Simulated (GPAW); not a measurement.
Crystal: Cs2AgBiBr6.

```
CELL_PARAMETERS angstrom
0.00000 5.61610 5.61610
5.61610 0.00000 5.61610
5.61610 5.61610 0.00000
ATOMIC_POSITIONS crystal
Bi 0.00000 0.00000 0.00000
Cs 0.75000 0.75000 0.75000
Cs 0.25000 0.25000 0.25000
Ag 0.50000 0.50000 0.50000
Br 0.74945 0.74945 0.25055
Br 0.25055 0.25055 0.74945
Br 0.74945 0.25055 0.25055
Br 0.74945 0.25055 0.74945
Br 0.25055 0.74945 0.74945
Br 0.25055 0.74945 0.25055
```

Base run:

| Property | Result |
| --- | --- |
| Program | GPAW 26.7.0 |
| Functional | PBE |
| Potentials or basis | GPAW PAW data sets (gpaw-data 1.2.1) |
| Cutoff | 400 eV |
| Basis | pw |
| k mesh | 4 × 4 × 4 |
| Occupations | fermi-dirac, width 0.001 eV |
| Spin | no spin polarisation |
| Hubbard terms | Ag d U = 6.0 eV |

Its results: band gap on the k mesh 1.73 eV, indirect (least direct gap 2.73 eV); electronic dielectric tensor (diagonal) 4.18.

Q: The run is repeated on the same cell with these changes: hubbard terms from Ag d U = 6.0 eV to none. What comes out?

A: Band gap on the k mesh 1.23 eV, indirect (least direct gap 2.44 eV); electronic dielectric tensor (diagonal) 4.73.

The U term pushes filled and empty states of the shell apart.

Caveats: the long-wavelength limit can be off by several per cent where d states take part; spin-orbit coupling is left out, which as a rule narrows the gap of such compounds by several tenths of an eV; an odd mesh through Γ misses points on the zone boundary, where band edges often lie; response on these states lacks terms of the Hamiltonian (some runs).
